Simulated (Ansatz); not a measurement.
Crystal: Al2O3 (Corundum).

```xyz
10
Lattice="2.3803 1.3742 4.3319 -2.3803 1.3742 4.3319 0.0000 -2.7485 4.3319" Properties=species:S:1:pos:R:3 pbc="T T T"
Al    0.0000    0.0000   11.0743
Al    0.0000    0.0000    8.4191
Al    0.0000    0.0000    1.9213
Al    0.0000    0.0000    4.5765
O    -1.6503   -0.1099    5.4148
O     0.7300    1.4841    5.4148
O     0.9203   -1.3742    5.4148
O     1.6503    0.1099    7.5808
O    -0.7300   -1.4841    7.5808
O    -0.9203    1.3742    7.5808
```

* Program: Ansatz 0.2.0
* Task: relaxation of cell and atoms
* Functional: revPBE
* Potentials or basis: Ansatz PAW
* Cutoff: 420 eV (not typed: the program's choice for these potentials)
* k mesh: 7 × 7 × 7
* Occupations: fermi-dirac, width 0.05 eV
* Spin: no spin polarisation

At the start: volume 8.50 Å³/atom.

**Question.** Where does the relaxation end?

**Answer.** It ends after 8 steps and the volume is 8.91 Å³/atom (+4.7 %); space group R-3c (No. 167, to 0.05 Å).

The path:
```csv
step,energy change (eV),largest force (eV/Å),volume (Å³)
1,0.0000,0.0389,85.02
2,-0.0819,0.0239,86.70
3,-0.1127,0.0213,88.74
4,-0.1123,0.0085,88.87
5,-0.1124,0.0065,88.87
6,-0.1374,0.0057,88.87
7,-0.1368,0.0010,89.05
8,-0.1375,0.0009,89.05
```

Final structure:
```xyz
10
Lattice="2.4171 1.3955 4.4001 -2.4171 1.3955 4.4001 0.0000 -2.7910 4.4001" Properties=species:S:1:pos:R:3 pbc="T T T"
Al    0.0000    0.0000   11.2482
Al    0.0000    0.0000    8.5524
Al    0.0000    0.0000    1.9522
Al    0.0000    0.0000    4.6480
O    -1.6769   -0.1134    5.5002
O     0.7402    1.5090    5.5002
O     0.9367   -1.3955    5.5002
O     1.6769    0.1134    7.7002
O    -0.7402   -1.5090    7.7002
O    -0.9367    1.3955    7.7002
```

Caveat: the plane-wave basis is chosen anew once the cell has moved, so the energies of steps on either side of that aren't comparable; the pressure holds a Pulay correction of +0.8 GPa for the finite cutoff; the PAW data sets come from PBE, with cores solved anew for the run's functional, which leaves a small shift of forces and pressure.
